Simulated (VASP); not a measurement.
# LiF in VASP: one cell, several levels of theory

LiF in the CsCl structure, under +5.6 % biaxial strain in the (111) plane, free along [111] is computed at one geometry. Runs: PBE, r2SCAN. The results are then set beside those of Ansatz 0.2.0 for the same cell. This is a trial cell built on a prototype, not taken from a measured structure, and it needn't be the compound's ground state.

The runs shown are made with VASP 6.6.1. PAW datasets, plane waves. Computed, not measured; no magnetism was allowed, and the structure may never have been made.

## Step 1: The structure to begin with

The cell comes from an earlier relaxation with r2SCAN in another program, then strained, with the atoms relaxed again.

It is trigonal, R-3m (No. 166); a = 3.759 Å, c = 3.882 Å in the conventional setting, 7.92 Å³ an atom. Near Li stand 2 F at 1.94 Å; near F stand 2 Li at 1.94 Å.

Coordinates:

```
CELL_PARAMETERS angstrom
2.51915 -0.13903 -0.13903
-0.13903 2.51915 -0.13903
-0.13903 -0.13903 2.51915
ATOMIC_POSITIONS crystal
Li 0.00000 0.00000 0.00000
F 0.50000 0.50000 0.50000
```

## Step 2: PBE

INCAR

```
ENCUT = 520.000000
SIGMA = 0.020000
EDIFF = 1.00e-07
GGA = PE
PREC = Accurate
IBRION = -1
ISIF = 2
ISMEAR = -1
NBANDS = 12
NELM = 120
NSW = 0
LASPH = .TRUE.
LCHARG = .FALSE.
LWAVE = .FALSE.
LREAL = .FALSE.
```

KPOINTS

```
KPOINTS created by Atomic Simulation Environment
0
Gamma
10 10 10
0 0 0
```

KPOINTS_OPT

```
special points
4
Reciprocal
0.0000000000 0.0000000000 0.0000000000 1
0.0000000000 0.5000000000 0.0000000000 1
0.5000000000 0.5000000000 0.0000000000 1
0.5000000000 0.5000000000 0.5000000000 1
```

POSCAR

```
Li F
 1.0000000000000000
     2.5191484863000002   -0.1390269344000000   -0.1390269344000000
    -0.1390269344000000    2.5191484863000002   -0.1390269344000000
    -0.1390269344000000   -0.1390269344000000    2.5191484863000002
 Li  F
   1   1
Cartesian
  0.0000000000000000  0.0000000000000000  0.0000000000000000
  1.1205473087500002  1.1205473087500002  1.1205473087500002
```

The run uses the recommended PBE PAW datasets (10 valence electrons a neutral cell).

Command:

```sh
> mpirun -np 1 vasp_std
```

Standard output, without the iteration lines:

```text
POSCAR found type information on POSCAR LiF
 POSCAR found :  2 types and       2 ions
 LDA part: xc-table for (Slater+PW92), standard interpolation
 POSCAR, INCAR and KPOINTS ok, starting setup
 FFT: planning ... GRIDC
 FFT: planning ... GRID_SOFT
 FFT: planning ... GRID
 WAVECAR not read
 entering main loop
 Start KPOINTS_OPT (optional k-point list driver)
k-point batch [1-4\4]
```

OSZICAR:

```text
N       E                     dE             d eps       ncg     rms          rms(c)
DAV:   1     0.302967078283E+02    0.30297E+02   -0.54052E+03  2920   0.848E+02
DAV:   2    -0.868508984938E+01   -0.38982E+02   -0.38296E+02  3476   0.185E+02
DAV:   3    -0.961528900505E+01   -0.93020E+00   -0.92884E+00  3452   0.247E+01
DAV:   4    -0.962309784142E+01   -0.78088E-02   -0.78081E-02  3144   0.252E+00
DAV:   5    -0.962318454560E+01   -0.86704E-04   -0.86704E-04  3444   0.207E-01    0.455E+00
DAV:   6    -0.907587631851E+01    0.54731E+00   -0.24888E+00  3000   0.973E+00    0.137E+00
DAV:   7    -0.906987214912E+01    0.60042E-02   -0.20524E-02  3692   0.125E+00    0.847E-01
DAV:   8    -0.906878121056E+01    0.10909E-02   -0.14123E-02  3676   0.127E+00    0.112E-01
DAV:   9    -0.906880302819E+01   -0.21818E-04   -0.65386E-04  3276   0.237E-01    0.483E-02
DAV:  10    -0.906888116370E+01   -0.78136E-04   -0.10855E-04  3092   0.867E-02    0.668E-03
DAV:  11    -0.906888135106E+01   -0.18736E-06   -0.16980E-06  3556   0.125E-02    0.233E-03
DAV:  12    -0.906888144858E+01   -0.97521E-07   -0.56601E-07  3164   0.677E-03
   1 F= -.90688814E+01 E0= -.90688814E+01  d E =-.116814E-15
       N       E                     dE             ncg
DAV:   1     0.124475377544E+04   -0.17942E+04       96
DAV:   2     0.107142733206E+04   -0.17333E+03      124
DAV:   3     0.106844496316E+04   -0.29824E+01      124
DAV:   4     0.106843059662E+04   -0.14367E-01      112
DAV:   5     0.106843041096E+04   -0.18567E-03      112
DAV:   6     0.106843040772E+04   -0.32395E-05      124
DAV:   7     0.106843040766E+04   -0.59131E-07      112
```

The lines after F= are the extra pass for the points of KPOINTS_OPT, at fixed density; their E is not a total energy.

Parts of OUTCAR:

```text
k-points           NKPTS =    116   k-points in BZ     NKDIM =    116   number of bands    NBANDS=     12

   NELECT =      10.0000    total number of electrons

   dimension x,y,z NGX =    20 NGY =   20 NGZ =   20
   dimension x,y,z NGXF=    40 NGYF=   40 NGZF=   40

  energy-cutoff  :      520.00
  volume of cell :       15.84
      direct lattice vectors                 reciprocal lattice vectors
     2.519148486 -0.139026934 -0.139026934     0.399535438  0.023337542  0.023337542
    -0.139026934  2.519148486 -0.139026934     0.023337542  0.399535438  0.023337542
    -0.139026934 -0.139026934  2.519148486     0.023337542  0.023337542  0.399535438

 k-points in reciprocal lattice and weights: KPOINTS created by Atomic Simulation Env
   0.00000000  0.00000000  0.00000000       0.001
   0.10000000  0.00000000  0.00000000       0.006
   0.20000000  0.00000000  0.00000000       0.006
   0.30000000  0.00000000  0.00000000       0.006
   0.40000000  0.00000000  0.00000000       0.006
   0.50000000  0.00000000  0.00000000       0.003
   0.10000000  0.10000000  0.00000000       0.006
   0.20000000  0.10000000  0.00000000       0.012
[... 108 more k-points ...]

 E-fermi :   0.9432

 k-point     1 :       0.0000    0.0000    0.0000
  band No.  band energies     occupation
      1     -42.2057      2.00000
      2     -20.5913      2.00000
      3      -0.8480      2.00000
      4      -0.0658      2.00000
      5      -0.0658      2.00000
      6       8.4433      0.00000
      7      19.9875      0.00000
      8      19.9875      0.00000
      9      21.6092      0.00000
     10      21.6092      0.00000
     11      23.6276      0.00000
     12      36.7068      0.00000

 k-point     2 :       0.1000    0.0000    0.0000
  band No.  band energies     occupation
      1     -42.2001      2.00000
      2     -20.5487      2.00000
      3      -0.9689      2.00000
      4      -0.2660      2.00000
      5      -0.0382      2.00000
      6       8.6906      0.00000
      7      18.3748      0.00000
      8      20.1098      0.00000
      9      21.7583      0.00000
     10      22.7774      0.00000
     11      24.5152      0.00000
     12      34.7066      0.00000

 k-point     3 :       0.2000    0.0000    0.0000
  band No.  band energies     occupation
      1     -42.1856      2.00000
      2     -20.4349      2.00000
      3      -1.6177      2.00000
      4      -0.3640      2.00000
      5       0.0352      2.00000
      6       9.2171      0.00000
      7      16.7265      0.00000
      8      20.3788      0.00000
      9      22.2734      0.00000
     10      22.5392      0.00000
     11      27.7543      0.00000
     12      32.3005      0.00000

 k-point     4 :       0.3000    0.0000    0.0000
  band No.  band energies     occupation
      1     -42.1675      2.00000
      2     -20.2886      2.00000
      3      -2.5077      2.00000
      4      -0.2673      2.00000
      5       0.1278      2.00000
      6       9.6633      0.00000
      7      15.6981      0.00000
      8      20.5985      0.00000
      9      21.9587      0.00000
     10      23.2753      0.00000
     11      30.3228      0.00000
     12      31.5943      0.00000

 k-point     5 :       0.4000    0.0000    0.0000
  band No.  band energies     occupation
      1     -42.1529      2.00000
      2     -20.1653      2.00000
      3      -3.1847      2.00000
      4      -0.1599      2.00000
      5       0.2044      2.00000
      6       9.8737      0.00000
      7      15.2378      0.00000
      8      20.6950      0.00000
      9      21.4423      0.00000
     10      24.7416      0.00000
     11      28.5416      0.00000
     12      34.1963      0.00000

 k-point     6 :       0.5000    0.0000    0.0000
  band No.  band energies     occupation
      1     -42.1473      2.00000
      2     -20.1168      2.00000
      3      -3.4329      2.00000
      4      -0.1161      2.00000
      5       0.2341      2.00000
      6       9.9194      0.00000
      7      15.1300      0.00000
      8      20.7153      0.00000
      9      21.2359      0.00000
     10      26.1655      0.00000
     11      27.0506      0.00000
     12      33.5148      0.00000

 k-point     7 :       0.1000    0.1000    0.0000
  band No.  band energies     occupation
      1     -42.1940      2.00000
      2     -20.5080      2.00000
      3      -1.0449      2.00000
      4      -0.4092      2.00000
      5      -0.1290      2.00000
      6       9.0030      0.00000
      7      17.4978      0.00000
      8      19.0653      0.00000
      9      22.4270      0.00000
     10      24.1627      0.00000
     11      25.3648      0.00000
     12      34.8490      0.00000

 k-point     8 :       0.2000    0.1000    0.0000
  band No.  band energies     occupation
      1     -42.1793      2.00000
      2     -20.3936      2.00000
      3      -1.6121      2.00000
      4      -0.5812      2.00000
      5      -0.0752      2.00000
      6       9.6072      0.00000
      7      16.2300      0.00000
      8      18.8837      0.00000
      9      22.1740      0.00000
     10      24.9830      0.00000
     11      28.6115      0.00000
     12      33.3209      0.00000

 k-point     9 :       0.3000    0.1000    0.0000
  band No.  band energies     occupation
      1     -42.1616      2.00000
      2     -20.2442      2.00000
      3      -2.4891      2.00000
      4      -0.5095      2.00000
      5       0.0243      2.00000
      6      10.1145      0.00000
      7      15.3710      0.00000
      8      19.0453      0.00000
      9      21.7069      0.00000
     10      26.0141      0.00000
     11      31.0342      0.00000
     12      32.4303      0.00000

 k-point    10 :       0.4000    0.1000    0.0000
  band No.  band energies     occupation
      1     -42.1478      2.00000
      2     -20.1166      2.00000
      3      -3.1589      2.00000
      4      -0.4173      2.00000
      5       0.1121      2.00000
      6      10.3287      0.00000
      7      15.0413      0.00000
      8      19.3606      0.00000
      9      21.3444      0.00000
     10      27.0416      0.00000
     11      28.7728      0.00000
     12      32.4511      0.00000

 k-point    11 :       0.5000    0.1000    0.0000
  band No.  band energies     occupation
      1     -42.1430      2.00000
      2     -20.0644      2.00000
      3      -3.3985      2.00000
      4      -0.3801      2.00000
      5       0.1522      2.00000
      6      10.3251      0.00000
      7      15.0509      0.00000
      8      19.8006      0.00000
      9      21.2595      0.00000
     10      26.1201      0.00000
     11      28.0808      0.00000
     12      33.0700      0.00000

 k-point    12 :      -0.4000    0.1000   -0.0000
  band No.  band energies     occupation
      1     -42.1493      2.00000
      2     -20.1115      2.00000
      3      -3.1410      2.00000
      4      -0.4238      2.00000
      5       0.1305      2.00000
      6      10.2013      0.00000
      7      15.2916      0.00000
      8      20.2443      0.00000
      9      21.4258      0.00000
     10      24.3479      0.00000
     11      28.4589      0.00000
     12      33.9202      0.00000

 k-point    13 :      -0.3000    0.1000   -0.0000
  band No.  band energies     occupation
      1     -42.1640      2.00000
      2     -20.2358      2.00000
      3      -2.4556      2.00000
      4      -0.5284      2.00000
      5       0.0582      2.00000
      6       9.9109      0.00000
      7      15.9227      0.00000
      8      20.2430      0.00000
      9      21.7074      0.00000
     10      23.4350      0.00000
     11      29.1133      0.00000
     12      31.2640      0.00000

 k-point    14 :      -0.2000    0.1000    0.0000
  band No.  band energies     occupation
      1     -42.1817      2.00000
      2     -20.3853      2.00000
      3      -1.5642      2.00000
      4      -0.6213      2.00000
      5      -0.0332      2.00000
      6       9.4189      0.00000
      7      17.1227      0.00000
      8      19.6379      0.00000
      9      22.0116      0.00000
     10      23.2556      0.00000
     11      27.5998      0.00000
     12      30.5982      0.00000

 k-point    15 :      -0.1000    0.1000    0.0000
  band No.  band energies     occupation
      1     -42.1955      2.00000
      2     -20.5029      2.00000
      3      -1.0088      2.00000
      4      -0.4546      2.00000
      5      -0.0875      2.00000
      6       8.8969      0.00000
      7      18.7418      0.00000
      8      19.1277      0.00000
      9      22.1906      0.00000
     10      22.7455      0.00000
     11      25.1353      0.00000
     12      32.5838      0.00000

[... the tables of k-points 16 to 116 left out ...]

  Total        0.5549934      0.5549934      0.5549934     -0.1030513     -0.1030513     -0.1030513
  in kB       56.1527324     56.1527324     56.1527324    -10.4264570    -10.4264570    -10.4264570
  external PRESSURE =      56.1527324 kB  Pullay stress =       0.0000000 kB

 POSITION                                       TOTAL-FORCE (eV/Angst)
 -----------------------------------------------------------------------------------
      0.00000      0.00000      0.00000        -0.000000      0.000000      0.000000
      1.12055      1.12055      1.12055         0.000000     -0.000000      0.000000
 -----------------------------------------------------------------------------------
    total drift:                               -0.000000      0.000000     -0.000000

  FREE ENERGIE OF THE ION-ELECTRON SYSTEM (eV)
  ---------------------------------------------------
  free  energy   TOTEN  =        -9.0688814486 eV

  energy  without entropy=       -9.0688814486  energy(sigma->0) =       -9.06888145
```

Hardware: 1 MPI rank of Intel Xeon Platinum 8488C, shared host.

The levels at the points of KPOINTS_OPT are read from vasprun.xml.

Near the gap, in eV above the top of the last filled band v; c is the band after it:

| point | v−1 | v | c | c+1 |
| --- | --- | --- | --- | --- |
| Γ | -0.36 | -0.36 | 8.15 | 19.69 |
| X | -0.41 | -0.06 | 9.62 | 14.83 |
| M | -3.14 | 0.00 | 13.40 | 14.09 |
| R | -2.41 | -2.01 | 10.66 | 10.66 |

Gap with PBE: 8.15 eV, valence top at M, conduction bottom at Γ. Least direct gap: 8.51 eV. The pressure is 5.62 GPa; the forces vanish within 0.01 eV/Å.

(Part 1 of 2 ends here.)
